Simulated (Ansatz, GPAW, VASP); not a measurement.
# One calculation of Au, 3 ways

```
Au
1.0
     0.00000    2.03500    2.03500
     2.03500    0.00000    2.03500
     2.03500    2.03500    0.00000
Au
1
Cartesian
  0.0000 0.0000 0.0000
```

Alike in all runs: task single point; functional PBE; k mesh 11 × 11 × 11; occupations gaussian, width 0.012 eV; no spin polarisation; no spin-orbit coupling. Pressure is positive in compression and, in plane waves, holds the error of the finite cutoff.

```tsv
program and potentials	plane-wave cutoff (eV)	notes	pressure (GPa)
VASP, PBE PAW files Au, 520 eV	520	-	10.52
Ansatz, all-electron LAPW, scalar-relativistic	-	-	10.81
GPAW, GPAW PAW data sets (gpaw-data 1.2.1)	600	-	13.36
```

The pressure spans 10.52 (VASP, PBE PAW files Au, 520 eV) to 13.36 GPa (GPAW, GPAW PAW data sets (gpaw-data 1.2.1)), with all-electron results at 10.81. The cell lies far from this level's equilibrium.

Differences between rows come from potentials, basis sets and numerical settings, since the functional is the same but for its coding. Runs on potential files found faulty are left out.
